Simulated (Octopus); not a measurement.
The system is Si.

```
CELL_PARAMETERS angstrom
-3.32544 3.32544 1.92239
3.32544 -3.32544 1.92239
3.32544 3.32544 -1.92239
ATOMIC_POSITIONS crystal
Si 0.82120 0.17880 0.00000
Si 0.17880 0.82120 0.00000
Si 0.82120 0.82120 0.64240
Si 0.17880 0.17880 0.35760
```

This isn't the form of Si at room conditions, which is diamond.

- Program: Octopus 16.4
- Task: single point
- Functional: PBEsol
- Potentials or basis: pseudodojo_pbesol (PseudoDojo 0.4, PBEsol)
- Grid spacing: 0.203 Å
- k mesh: 8 × 8 × 8
- Occupations: fermi-dirac, width 0.05 eV
- Spin: no spin polarisation

On this cell: largest force 0.015 eV/Å; band gap on the k mesh 0.16 eV, indirect (least direct gap 0.29 eV).

The same run follows on a disturbed copy (atoms moved at random, drawn with an rms of 0.05 Å):

```xyz
4
Lattice="-3.3254 3.3254 1.9224 3.3254 -3.3254 1.9224 3.3254 3.3254 -1.9224" Properties=species:S:1:pos:R:3 pbc="T T T"
Si   -2.1377    2.1537    1.9040
Si    2.1739   -2.2021    1.8736
Si    2.1770    2.1831    1.9349
Si    1.2056    1.1627    0.0351
```

Problem. What does the disturbed cell give?

Solution. The energy moves by +30.4 meV/atom; largest force 1.564 eV/Å; band gap on the k mesh none (metal or under the smearing width).

Forces on the atoms (eV/Å):
```
Si   0.672 -0.733 -0.246
Si  -0.478  1.456  0.313
Si  -0.581 -1.370  0.199
Si   0.387  0.646 -0.266
```
